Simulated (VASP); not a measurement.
# Mg (Pm-3m) in VASP: further runs

The runs below take Mg through single point, with revPBE.

All numbers are computed with VASP 6.6.1; they aren't measurements. Logs are shortened: lines on timing, memory, paths and dates and some standing lists are left out, and cuts for length are marked.

## 1. The crystal as given

It takes space group Pm-3m (No. 221, cubic). Conventional cell: a = 3.048 Å, b = 3.048 Å, c = 3.048 Å, α = 90.00°, β = 90.00°, γ = 90.00°. Mg (site symmetry m-3m) is surrounded by 6 Mg at 3.05 Å.

This isn't the form of Mg at room conditions, which is hcp.

## 2. Single point, revPBE

The input, INCAR:

```
SYSTEM = Mg
PREC = Accurate
ENCUT = 520
EDIFF = 1E-6
ISMEAR = -1
SIGMA = 0.1
LREAL = .FALSE.
LASPH = .TRUE.
NELM = 60
ALGO = Normal
ISIF = 2
LWAVE = .FALSE.
LCHARG = .TRUE.
GGA = RE
LELF = .TRUE.
LVHAR = .TRUE.
NBANDS = 7
```

The input, KPOINTS:

```
Automatic mesh
0
G
  17 17 17
  0 0 0
```

The input, POSCAR:

```
Mg
1.0
    3.0479767648      0.0000000000      0.0000000000
    0.0000000000      3.0479767648      0.0000000000
    0.0000000000      0.0000000000      3.0479767648
Mg
1
Direct
    0.0000000000      0.0000000000      0.0000000000
```

Potentials or basis: VASP PAW PBE potentials, release 64 (Mg).

Command:

```sh
> cat potpaw_PBE.64/Mg/POTCAR > POTCAR
> mpirun -np 1 vasp_std > vasp.out
```

OUTCAR:

```text
SYSTEM = Mg
   PREC = Accurate
   ENCUT = 520
   EDIFF = 1E-6
   ISMEAR = -1
   LREAL = .FALSE.
   LASPH = .TRUE.
   NELM = 60
   ISIF = 2
   GGA = RE

 ion  position               nearest neighbor table
   1  0.000  0.000  0.000-

  LATTYP: Found a simple cubic cell.
 ALAT       =     3.0479767648

  Lattice vectors:

 A1 = (   3.0479767648,   0.0000000000,   0.0000000000)
 A2 = (   0.0000000000,   3.0479767648,   0.0000000000)
 A3 = (   0.0000000000,   0.0000000000,   3.0479767648)

Analysis of symmetry for initial positions (statically):
=====================================================================
 Subroutine PRICEL returns:
 Original cell was already a primitive cell.

 Routine SETGRP: Setting up the symmetry group for a
 simple cubic supercell.

 Subroutine GETGRP returns: Found 48 space group operations
 (whereof 48 operations were pure point group operations)
 out of a pool of 48 trial point group operations.

The static configuration has the point symmetry O_h .

Analysis of symmetry for dynamics (positions and initial velocities):
=====================================================================
 Subroutine PRICEL returns:
 Original cell was already a primitive cell.

 Routine SETGRP: Setting up the symmetry group for a
 simple cubic supercell.

 Subroutine GETGRP returns: Found 48 space group operations
 (whereof 48 operations were pure point group operations)
 out of a pool of 48 trial point group operations.

The dynamic configuration has the point symmetry O_h .

 Subroutine INISYM returns: Found 48 space group operations
 (whereof 48 operations are pure point group operations),
 and found     1 'primitive' translations

----------------------------------------------------------------------------------------

                                     Primitive cell

  volume of cell :      28.3162

  direct lattice vectors                    reciprocal lattice vectors
     3.047976765  0.000000000  0.000000000     0.328086491  0.000000000  0.000000000
     0.000000000  3.047976765  0.000000000     0.000000000  0.328086491  0.000000000
     0.000000000  0.000000000  3.047976765     0.000000000  0.000000000  0.328086491

  length of vectors
     3.047976765  3.047976765  3.047976765     0.328086491  0.328086491  0.328086491

  position of ions in fractional coordinates (direct lattice)
     0.000000000  0.000000000  0.000000000

  ion indices of the primitive-cell ions
   primitive index   ion index
                 1           1

----------------------------------------------------------------------------------------

 KPOINTS: Automatic mesh

Automatic generation of k-mesh.
 Grid dimensions read from file:
 generate k-points for:   17   17   17

 Generating k-lattice:

  Cartesian coordinates                     Fractional coordinates (reciprocal lattice)
     0.019299205  0.000000000  0.000000000     0.058823529  0.000000000  0.000000000
     0.000000000  0.019299205  0.000000000     0.000000000  0.058823529  0.000000000
     0.000000000  0.000000000  0.019299205     0.000000000  0.000000000  0.058823529

  Length of vectors
     0.019299205  0.019299205  0.019299205

  Shift w.r.t. Gamma in fractional coordinates (k-lattice)
     0.000000000  0.000000000  0.000000000

 Subroutine IBZKPT returns following result:
 ===========================================

 Found    165 irreducible k-points:

 Following reciprocal coordinates:
            Coordinates               Weight
  0.000000  0.000000  0.000000      1.000000
  0.058824  0.000000  0.000000      6.000000
  0.117647  0.000000  0.000000      6.000000
  0.176471  0.000000  0.000000      6.000000
  0.235294  0.000000  0.000000      6.000000
  0.294118  0.000000  0.000000      6.000000
[... 16 lines left out ...]
  0.411765  0.117647  0.000000     24.000000
  0.470588  0.117647  0.000000     24.000000
 [... further k-points ...]
   k-points           NKPTS =    165   k-points in BZ     NKDIM =    165   number of bands    NBANDS=      7
   number of dos      NEDOS =    301   number of ions     NIONS =      1
   total plane-waves  NPLWV =  13824
   dimension x,y,z NGX =    24 NGY =   24 NGZ =   24
   dimension x,y,z NGXF=    48 NGYF=   48 NGZF=   48
   ions per type =               1
   NGX,Y,Z   is equivalent  to a cutoff of  13.09, 13.09, 13.09 a.u.
   NGXF,Y,Z  is equivalent  to a cutoff of  26.18, 26.18, 26.18 a.u.
 SYSTEM =  Mg
   PREC   = accura    normal or accurate (medium, high low for compatibility)
   ISTART =      0    job   : 0-new  1-cont  2-samecut
   ICHARG =      2    charge: 1-file 2-atom 10-const
   ISPIN  =      1    spin polarized calculation?
   LNONCOLLINEAR =      F non collinear calculations
   LSORBIT =      F    spin-orbit coupling
   LASPH  =      T    aspherical Exc in radial PAW
   ENCUT  =  520.0 eV  38.22 Ry    6.18 a.u.   5.67  5.67  5.67*2*pi/ulx,y,z
   NELM   =     60;   NELMIN=  2; NELMDL= -5     # of ELM steps
   EDIFF  = 0.1E-05   stopping-criterion for ELM
   LREAL  =      F    real-space projection
   EDIFFG = 0.1E-04   stopping-criterion for IOM
   NSW    =      0    number of steps for IOM
   IBRION =     -1    ionic relax: 0-MD 1-quasi-New 2-CG
   NFREE  =      0    steps in history (QN), initial steepest desc. (CG)
   ISIF   =      2    stress and relaxation
   ISYM   =      2    0-nonsym 1-usesym 2-fastsym
   POTIM  = 0.5000    time-step for ionic-motion
   TEBEG  =    0.0;   TEEND  =   0.0 temperature during run
   PSTRESS=    0.0 pullay stress
   NELECT =       2.0000    total number of electrons
   NUPDOWN=      -1.0000    fix difference up-down
   EMIN   =  10.00;   EMAX   =-10.00  energy-range for DOS
   EFERMI =   0.00;   METHOD = LEGACY
   ISMEAR =    -1;   SIGMA  =   0.10  broadening in eV -4-tet -1-fermi 0-gaus
   EFERMI_NEDOS =   21; number of points for ismear=-14 and -15
   IALGO  =     38    algorithm
   IMIX   =      4    mixing-type and parameters
     AMIX     =   0.40;   BMIX     =  1.00
     AMIX_MAG =   1.60;   BMIX_MAG =  1.00
  volume/ion in A,a.u.               =      28.32       191.09
  Fermi-wavevector in a.u.,A,eV,Ry     =   0.676716  1.278808  6.230716  0.457945
  Thomas-Fermi vector in A             =   1.754111
   LORBIT       =      0    0 simple, 1 ext, 2 COOP (PROOUT), +10 PAW based schemes
   GGA     = RE    functional components
   LHFCALC =     F    Hartree Fock is set to
   AEXX    =    0.0000 exact exchange contribution
   IVDW    =     0    specifies the selected vdW correction
   LEPSILON=     F    determine dielectric tensor
   LRPA    =     F    only Hartree local field effects (RPA)
 non-spin polarized calculation
  energy-cutoff  :      520.00
  volume of cell :       28.32
 maximum number of plane-waves:       780
 NGX is ok and might be reduce to    24
   NGX = 11   NGY = 11   NGZ = 11

 number of electron       2.0000000 magnetization

 Free energy of the ion-electron system (eV)
  ---------------------------------------------------
  ext. energy  EPLUGINS =         0.00000000
  ---------------------------------------------------
  free energy    TOTEN  =        -0.98778763 eV

  energy without entropy =       -0.97106764  energy(sigma->0) =       -0.97942764

 E-fermi :   1.6269     XC(G=0):  -7.7620

 val. band max:        1.5909420159   @ k =   0.4706   0.2941   0.1176
 cond. band min:       1.6919190535   @ k =   0.4706   0.4118   0.0000
 fundamental gap:      0.1009770377
 Fermi energy:         1.6269194353

 k-point     1 :       0.0000    0.0000    0.0000
  band No.  band energies     occupation
      1      -4.4163      2.00000
      2       9.6581      0.00000
      3       9.6581      0.00000
      4      10.9652      0.00000
      5      10.9652      0.00000
      6      10.9652      0.00000
      7      15.2919      0.00000

 k-point     2 :       0.0588    0.0000    0.0000
  band No.  band energies     occupation
      1      -4.3603      2.00000
      2       8.7507      0.00000
      3       9.7076      0.00000
      4      11.0125      0.00000
      5      11.0125      0.00000
      6      11.7210      0.00000
      7      15.5750      0.00000

 k-point     3 :       0.1176    0.0000    0.0000
  band No.  band energies     occupation
      1      -4.1928      2.00000
      2       7.3756      0.00000
      3       9.8549      0.00000
      4      11.1542      0.00000
      5      11.1542      0.00000
      6      12.6266      0.00000
      7      16.4330      0.00000

 k-point     4 :       0.1765    0.0000    0.0000
  band No.  band energies     occupation
      1      -3.9142      2.00000
      2       5.9821      0.00000
      3      10.0969      0.00000
      4      11.3907      0.00000
      5      11.3907      0.00000
      6      13.3147      0.00000
      7      17.7600      0.00000

 k-point     5 :       0.2353    0.0000    0.0000
  band No.  band energies     occupation
      1      -3.5255      2.00000
      2       4.6346      0.00000
      3      10.4264      0.00000
      4      11.7220      0.00000
      5      11.7220      0.00000
      6      13.8965      0.00000
      7      19.0052      0.00000
[... 161 lines left out ...]
 k-point    22 :       0.3529    0.1176    0.0000
  band No.  band energies     occupation
      1      -2.2043      2.00000
      2       2.3680      0.00121
      3       9.2963      0.00000
      4      12.7640      0.00000
      5      12.8562      0.00000
      6      14.7903      0.00000
      7      16.6975      0.00000

 k-point    23 :       0.4118    0.1176    0.0000
  band No.  band energies     occupation
      1      -1.4994      2.00000
      2       1.2696      1.94541
      3       9.8794      0.00000
      4      12.4410      0.00000
      5      13.4703      0.00000
      6      14.7125      0.00000
      7      15.9126      0.00000

 k-point    24 :       0.4706    0.1176    0.0000
  band No.  band energies     occupation
      1      -0.7126      2.00000
      2       0.2852      2.00000
      3      10.4114      0.00000
      4      11.9010      0.00000
      5      14.1667      0.00000
      6      15.0233      0.00000
      7      15.0262      0.00000

 [... further k-points ...]

------------------------ aborting loop because EDIFF is reached ----------------------------------------

  FORCE on cell =-STRESS in cart. coord.  units (eV):
  Direction    XX          YY          ZZ          XY          YZ          ZX
  --------------------------------------------------------------------------------------
  -------------------------------------------------------------------------------------
  Total       -0.0116320     -0.0116320     -0.0116320     -0.0000000      0.0000000     -0.0000000
  in kB       -0.6581564     -0.6581564     -0.6581564     -0.0000000      0.0000000     -0.0000000
  external PRESSURE =      -0.6581564 kB  Pullay stress =       0.0000000 kB

 VOLUME and BASIS-vectors are now :
 -----------------------------------------------------------------------------
  energy-cutoff  :      520.00
  volume of cell :       28.32
      direct lattice vectors                 reciprocal lattice vectors
     3.047976765  0.000000000  0.000000000     0.328086491  0.000000000  0.000000000
     0.000000000  3.047976765  0.000000000     0.000000000  0.328086491  0.000000000
     0.000000000  0.000000000  3.047976765     0.000000000  0.000000000  0.328086491

 POSITION                                       TOTAL-FORCE (eV/Angst)
 -----------------------------------------------------------------------------------
      0.00000      0.00000      0.00000         0.000000      0.000000      0.000000
 -----------------------------------------------------------------------------------
    total drift:                                0.000000      0.000000      0.000000

  FREE ENERGIE OF THE ION-ELECTRON SYSTEM (eV)
  ---------------------------------------------------
  free  energy   TOTEN  =        -0.9877876271 eV

  energy  without entropy=       -0.9710676444  energy(sigma->0) =       -0.97942764
```

Run time: 8.8 s. Hardware: 1 thread of Intel Xeon Platinum 8488C (Sapphire Rapids), shared host; peak memory 0.15 GiB.

Results:

```yaml
Free_energy: -0.9878 eV
Pressure: -0.1 GPa
Band_gap_on_the_k_mesh: none (metal or under the smearing width)
```

Caveat: the PAW data sets were made with another functional, which shifts forces and pressure a little.

## 3. Single point, revPBE

This run uses another cell than the first one, of 26.05 Å³/atom, 0.920 times its volume.

The input, INCAR:

```
PREC = Accurate
ENCUT = 520
EDIFF = 1E-6
ISMEAR = -1
SIGMA = 0.1
LREAL = F
LASPH = T
NELM = 60
ALGO = Normal
ISIF = 2
LWAVE = F
LCHARG = F
GGA = RE
NBANDS = 7
```

The input, KPOINTS:

```
regular mesh
0
Gamma
  12 12 12
```

The input, POSCAR:

```
Mg
1.0
    2.9644281440      0.0000000000      0.0000000000
    0.0000000000      2.9644281440      0.0000000000
    0.0000000000      0.0000000000      2.9644281440
Mg
1
Direct
    0.0000000000      0.0000000000      0.0000000000
```

Potentials or basis: VASP PAW PBE potentials, release 64 (Mg).

Command:

```sh
> cat potpaw_PBE.64/Mg/POTCAR > POTCAR
> mpirun -np 1 vasp_std > vasp.out
```

It took 4.9 s on 1 thread of Intel Xeon Platinum 8488C (Sapphire Rapids), shared host; peak memory 0.14 GiB.

It converged, with:

* Free energy: -0.9739 eV
* Pressure: 2.1 GPa
* Band gap on the k mesh: none (metal or under the smearing width)

Levels at points of the mesh, in eV from the Fermi level:
```csv
k point,band 1,band 2,band 3,band 4
"(0.00, 0.00, 0.00)",-6.33,8.35,8.35,9.96
"(0.50, 0.00, 0.00)",-2.27,-2.01,10.89,13.50
"(0.50, 0.50, 0.00)",1.42,1.42,2.38,2.68
"(0.50, 0.50, 0.50)",4.83,4.83,4.83,5.82
```

Caveat: the PAW data sets were made with another functional, which shifts forces and pressure a little.
